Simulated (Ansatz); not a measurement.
# CaF2: the cost of one run

Computed with Ansatz 0.2.0 (DFT PBE, scalar-relativistic, plane waves, PAW, unless a step's input says otherwise).

### Step 1. Starting point

Symmetry: Fm-3m, No. 225, cubic system. Conventional cell: a = 5.463 Å, b = 5.463 Å, c = 5.463 Å, α = 90.00°, β = 90.00°, γ = 90.00°. Ca (site symmetry m-3m) has 8 F at 2.37 Å as nearest neighbours. Around F (site symmetry -43m) lie 4 Ca at 2.37 Å.

As a file:

```xyz
3
Lattice="0.0000 2.7313 2.7313 2.7313 0.0000 2.7313 2.7313 2.7313 0.0000" Properties=species:S:1:pos:R:3 pbc="T T T"
Ca    0.0000    0.0000    0.0000
F     1.3656    1.3656    1.3656
F     4.0969    4.0969    4.0969
```

Source of the structure: the Crystallography Open Database.

(A quick probe on a coarse mesh, which set the mesh and smearing, is not shown.)

### Step 3. The relaxation

Contents of input.yaml:

```yaml
crystal:
  lattice:
    - [0.0, 2.73125, 2.73125]
    - [2.73125, 0.0, 2.73125]
    - [2.73125, 2.73125, 0.0]
  atoms:
    - { symbol: Ca, position: [0.0, 0.0, 0.0] }
    - { symbol: F, position: [0.25, 0.25, 0.25] }
    - { symbol: F, position: [0.75, 0.75, 0.75] }
basis:
  ecutwfc: 420
kpoints:
  mp_grid: { grid: [8, 8, 8] }
hamiltonian:
  xc: pbe
scf:
  occupations: { method: gaussian, width: 0.02 }
output:
  forces: true
  stress: true
  eigenvalues: true
  write_density: true
  write_potential: true
  elf: true
  volumetric_format: npy
relax:
  adjacent_minimum: "off"
  f_tol: 0.005
  max_steps: 80
  cell: { stress_tol: 0.05 }
```

On the command line:

```bash
$ ansatz run input.yaml --threads 1 --pin off --max-ram 3072MiB --backend cpu --events-out ev --progress --plain --runs-dir out
```

**Question.** How long does this run take on 1 thread of Intel Xeon 6975P-C (Granite Rapids), shared host, and how much memory does it need?

About 3.8 s, with a peak of 0.33 GiB.
